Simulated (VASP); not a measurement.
# SnO (Pmn2_1) in VASP: notebook, part 2 of 2

VASP 6.6.1.

## (3) Single point, PBE+D3(BJ)

Input file INCAR:

```
PREC = Accurate ; ENCUT = 520
EDIFF = 1E-6 ; ISMEAR = 0
SIGMA = 0.05 ; LREAL = F
LASPH = T ; NELM = 100
ALGO = Fast ; ISIF = 2
LWAVE = F ; LCHARG = T
GGA = PE ; IVDW = 12
LELF = T ; LVHAR = T
NBANDS = 28
```

Input file KPOINTS:

```
Automatic mesh
0
Gamma
  10 6 8
```

Input file POSCAR:

```
SnO
1.0
    3.3550050000      0.0000000000      0.0000000000
    0.0000000000      5.6741040000      0.0000000000
    0.0000000000      0.0000000000      4.2219700000
Sn O
2 2
Direct
    0.0000000000      0.2319090000      0.5131440000
    0.5000000000      0.7680910000      0.0131440000
    0.0000000000      0.8912500000      0.7368570000
    0.5000000000      0.1087500000      0.2368570000
```

Potentials or basis: VASP PAW PBE potentials, release 64 (Sn_d, O).

Launch:

```sh
> cat potpaw_PBE.64/Sn_d/POTCAR potpaw_PBE.64/O/POTCAR > POTCAR
> mpirun -np 1 vasp_std > vasp.out
```

OUTCAR:

```text
PREC = Accurate
   ENCUT = 520
   EDIFF = 1E-6
   ISMEAR = 0
   LREAL = F
   LASPH = T
   NELM = 100
   ISIF = 2
   GGA = PE
   IVDW = 12
 IVDW          = 12

 ion  position               nearest neighbor table
   1  0.000  0.232  0.513-   3 2.15   4 2.16   4 2.16
   2  0.500  0.768  0.013-   4 2.15   3 2.16   3 2.16
   3  0.000  0.891  0.737-   1 2.15   2 2.16   2 2.16
   4  0.500  0.109  0.237-   2 2.15   1 2.16   1 2.16

  LATTYP: Found a simple orthorhombic cell.
 ALAT       =     3.3550050000
 B/A-ratio  =     1.2584094510
 C/A-ratio  =     1.6912356315

  Lattice vectors:

 A1 = (  -3.3550050000,   0.0000000000,   0.0000000000)
 A2 = (   0.0000000000,   0.0000000000,   4.2219700000)
 A3 = (   0.0000000000,   5.6741040000,   0.0000000000)

Analysis of symmetry for initial positions (statically):
=====================================================================
 Subroutine PRICEL returns:
 Original cell was already a primitive cell.

 Routine SETGRP: Setting up the symmetry group for a
 simple orthorhombic supercell.

 Subroutine GETGRP returns: Found  4 space group operations
 (whereof  2 operations were pure point group operations)
 out of a pool of  8 trial point group operations.

The static configuration has the point symmetry C_1h.
 The point group associated with its full space group is C_2v.

Analysis of symmetry for dynamics (positions and initial velocities):
=====================================================================
 Subroutine PRICEL returns:
 Original cell was already a primitive cell.

 Routine SETGRP: Setting up the symmetry group for a
 simple orthorhombic supercell.

 Subroutine GETGRP returns: Found  4 space group operations
 (whereof  2 operations were pure point group operations)
 out of a pool of  8 trial point group operations.

The dynamic configuration has the point symmetry C_1h.
 The point group associated with its full space group is C_2v.

 Subroutine INISYM returns: Found  4 space group operations
 (whereof  2 operations are pure point group operations),
 and found     1 'primitive' translations

----------------------------------------------------------------------------------------

                                     Primitive cell

  volume of cell :      80.3722

  direct lattice vectors                    reciprocal lattice vectors
     3.355005000  0.000000000  0.000000000     0.298062149  0.000000000  0.000000000
     0.000000000  5.674104000  0.000000000     0.000000000  0.176239279  0.000000000
     0.000000000  0.000000000  4.221970000     0.000000000  0.000000000  0.236856254

  length of vectors
     3.355005000  5.674104000  4.221970000     0.298062149  0.176239279  0.236856254

  position of ions in fractional coordinates (direct lattice)
     0.000000000  0.231909000  0.513144000
     0.500000000  0.768091000  0.013144000
     0.000000000  0.891250000  0.736857000
     0.500000000  0.108750000  0.236857000

  ion indices of the primitive-cell ions
   primitive index   ion index
                 1           1
                 2           2
                 3           3
                 4           4

----------------------------------------------------------------------------------------

 KPOINTS: Automatic mesh

Automatic generation of k-mesh.
 Grid dimensions read from file:
[... 24 lines left out ...]
  0.200000  0.000000  0.000000      2.000000
  0.300000  0.000000  0.000000      2.000000
  0.400000  0.000000  0.000000      2.000000
  0.500000  0.000000  0.000000      1.000000
[... 16 lines left out ...]
  0.400000  0.500000  0.000000      2.000000
  0.500000  0.500000  0.000000      1.000000
 [... further k-points ...]
   k-points           NKPTS =    120   k-points in BZ     NKDIM =    120   number of bands    NBANDS=     28
   number of dos      NEDOS =    301   number of ions     NIONS =      4
   total plane-waves  NPLWV =  37632
   dimension x,y,z NGX =    28 NGY =   42 NGZ =   32
   dimension x,y,z NGXF=    56 NGYF=   84 NGZF=   64
   ions per type =               2   2
   NGX,Y,Z   is equivalent  to a cutoff of  13.87, 12.31, 12.60 a.u.
   NGXF,Y,Z  is equivalent  to a cutoff of  27.75, 24.61, 25.20 a.u.
 SYSTEM =  unknown system
   PREC   = accura    normal or accurate (medium, high low for compatibility)
   ISTART =      0    job   : 0-new  1-cont  2-samecut
   ICHARG =      2    charge: 1-file 2-atom 10-const
   ISPIN  =      1    spin polarized calculation?
   LNONCOLLINEAR =      F non collinear calculations
   LSORBIT =      F    spin-orbit coupling
   LASPH  =      T    aspherical Exc in radial PAW
   ENCUT  =  520.0 eV  38.22 Ry    6.18 a.u.   6.24 10.55  7.85*2*pi/ulx,y,z
   NELM   =    100;   NELMIN=  2; NELMDL= -5     # of ELM steps
   EDIFF  = 0.1E-05   stopping-criterion for ELM
   LREAL  =      F    real-space projection
   EDIFFG = 0.1E-04   stopping-criterion for IOM
   NSW    =      0    number of steps for IOM
   IBRION =     -1    ionic relax: 0-MD 1-quasi-New 2-CG
   NFREE  =      0    steps in history (QN), initial steepest desc. (CG)
   ISIF   =      2    stress and relaxation
   ISYM   =      2    0-nonsym 1-usesym 2-fastsym
   POTIM  = 0.5000    time-step for ionic-motion
   TEBEG  =    0.0;   TEEND  =   0.0 temperature during run
   PSTRESS=    0.0 pullay stress
   NELECT =      40.0000    total number of electrons
   NUPDOWN=      -1.0000    fix difference up-down
   EMIN   =  10.00;   EMAX   =-10.00  energy-range for DOS
   EFERMI =   0.00;   METHOD = LEGACY
   ISMEAR =     0;   SIGMA  =   0.05  broadening in eV -4-tet -1-fermi 0-gaus
   EFERMI_NEDOS =   21; number of points for ismear=-14 and -15
   IALGO  =     68    algorithm
   IMIX   =      4    mixing-type and parameters
     AMIX     =   0.40;   BMIX     =  1.00
     AMIX_MAG =   1.60;   BMIX_MAG =  1.00
  volume/ion in A,a.u.               =      20.09       135.59
  Fermi-wavevector in a.u.,A,eV,Ry     =   1.297357  2.451650 22.900458  1.683136
  Thomas-Fermi vector in A             =   2.428755
   LORBIT       =      0    0 simple, 1 ext, 2 COOP (PROOUT), +10 PAW based schemes
   GGA     = PE    functional components
   LHFCALC =     F    Hartree Fock is set to
   AEXX    =    0.0000 exact exchange contribution
   IVDW    =    12    specifies the selected vdW correction
   LEPSILON=     F    determine dielectric tensor
   LRPA    =     F    only Hartree local field effects (RPA)
 non-spin polarized calculation
 RMM-DIIS sequential band-by-band and
 Gauss-broadening in eV      SIGMA  =   0.05
  energy-cutoff  :      520.00
  volume of cell :       80.37
 maximum number of plane-waves:      2183
 NGX is ok and might be reduce to    28
   NGX = 13   NGY = 21   NGZ = 15

 number of electron      39.9999992 magnetization

 Free energy of the ion-electron system (eV)
  ---------------------------------------------------
  ext. energy  EPLUGINS =         0.00000000
  ---------------------------------------------------
  free energy    TOTEN  =       -22.44307432 eV

  energy without entropy =      -22.44307432  energy(sigma->0) =      -22.44307432

 E-fermi :   5.1251     XC(G=0):  -9.5365

 val. band max:        4.8540487061   @ k =   0.0000   0.0000   0.0000
 cond. band min:       6.2061348715   @ k =   0.4000   0.5000   0.0000
 fundamental gap:      1.3520861654
 Fermi energy:         5.1250896353

 k-point     1 :       0.0000    0.0000    0.0000
  band No.  band energies     occupation
      1     -16.3665      2.00000
      2     -16.0494      2.00000
      3     -15.9679      2.00000
      4     -15.9424      2.00000
      5     -15.9149      2.00000
      6     -15.8817      2.00000
[... 733 lines left out ...]
     27      13.4580      0.00000
     28      13.4581      0.00000

 [... further k-points ...]

------------------------ aborting loop because EDIFF is reached ----------------------------------------

 Edisp (eV)   -0.82443

 E8    (eV) :    -0.3596

  FORCE on cell =-STRESS in cart. coord.  units (eV):
  Direction    XX          YY          ZZ          XY          YZ          ZX
  --------------------------------------------------------------------------------------
  -------------------------------------------------------------------------------------
  Total      -0.63647    -0.45210    -0.58852     0.00000     0.00000     0.00000
  in kB     -12.68770    -9.01232   -11.73188     0.00000     0.00000     0.00000
  external pressure =      -11.14 kB  Pullay stress =        0.00 kB

 VOLUME and BASIS-vectors are now :
 -----------------------------------------------------------------------------
  energy-cutoff  :      520.00
  volume of cell :       80.37
      direct lattice vectors                 reciprocal lattice vectors
     3.355005000  0.000000000  0.000000000     0.298062149  0.000000000  0.000000000
     0.000000000  5.674104000  0.000000000     0.000000000  0.176239279  0.000000000
     0.000000000  0.000000000  4.221970000     0.000000000  0.000000000  0.236856254

 POSITION                                       TOTAL-FORCE (eV/Angst)
 -----------------------------------------------------------------------------------
      0.00000      1.31588      2.16648         0.000000     -0.032707      0.003629
      1.67750      4.35823      0.05549         0.000000      0.032707      0.003629
      0.00000      5.05705      3.11099         0.000000      0.063947     -0.003629
      1.67750      0.61706      1.00000         0.000000     -0.063947     -0.003629
 -----------------------------------------------------------------------------------
    total drift:                                0.000000      0.000000     -0.001033

  FREE ENERGIE OF THE ION-ELECTRON SYSTEM (eV)
  ---------------------------------------------------
  free  energy   TOTEN  =       -23.2675010928 eV

  energy  without entropy=      -23.2675010928  energy(sigma->0) =      -23.26750109
```

OSZICAR:

```text
N       E                     dE             d eps       ncg     rms          rms(c)
DAV:   1     0.435276210826E+03    0.43528E+03   -0.20268E+04  6964   0.209E+03
DAV:   2     0.430985201049E+02   -0.39218E+03   -0.37612E+03  6972   0.541E+02
DAV:   3    -0.230388147466E+02   -0.66137E+02   -0.65010E+02  7660   0.187E+02
DAV:   4    -0.263602268344E+02   -0.33214E+01   -0.33047E+01  7864   0.455E+01
DAV:   5    -0.264410814085E+02   -0.80855E-01   -0.80839E-01  7472   0.764E+00    0.120E+01
RMM:   6    -0.226644550316E+02    0.37766E+01   -0.11463E+01  8585   0.162E+01    0.501E+00
RMM:   7    -0.224705541172E+02    0.19390E+00   -0.89118E-01  8883   0.691E+00    0.255E+00
RMM:   8    -0.224574422186E+02    0.13112E-01   -0.32484E-01  9205   0.376E+00    0.951E-01
RMM:   9    -0.224413349378E+02    0.16107E-01   -0.40611E-02  9416   0.124E+00    0.270E-01
RMM:  10    -0.224428165735E+02   -0.14816E-02   -0.14522E-02 10029   0.685E-01    0.141E-01
RMM:  11    -0.224429812600E+02   -0.16469E-03   -0.22919E-03  9585   0.355E-01    0.337E-02
RMM:  12    -0.224430554563E+02   -0.74196E-04   -0.10303E-03  9899   0.183E-01    0.272E-02
RMM:  13    -0.224430704584E+02   -0.15002E-04   -0.15455E-04 10439   0.752E-02    0.325E-02
RMM:  14    -0.224430745672E+02   -0.41088E-05   -0.42659E-05  8640   0.288E-02    0.357E-02
RMM:  15    -0.224430743212E+02    0.24599E-06   -0.19441E-06  5131   0.104E-02
   1 F= -.23267501E+02 E0= -.23267501E+02  d E =-.256055E-16
```

It took 1.8 min on 1 thread of Intel Xeon 6975P-C (Granite Rapids), shared host; peak memory 0.35 GiB.

Results:

- Free energy: -23.2675 eV
- Pressure: -1.1 GPa
- Largest force: 0.064 eV/Å
- Band gap on the k mesh: 1.35 eV, indirect (least direct gap 1.98 eV)
- Dispersion energy per atom: -0.206 eV

Forces on the atoms (eV/Å):
```
Sn   0.000 -0.033  0.004
Sn   0.000  0.033  0.004
O    0.000  0.064 -0.004
O    0.000 -0.064 -0.004
```

Caveat: spin-orbit coupling is left out, which moves the levels of the heavy elements. As with any semilocal functional, this PBE gap is likely too small.
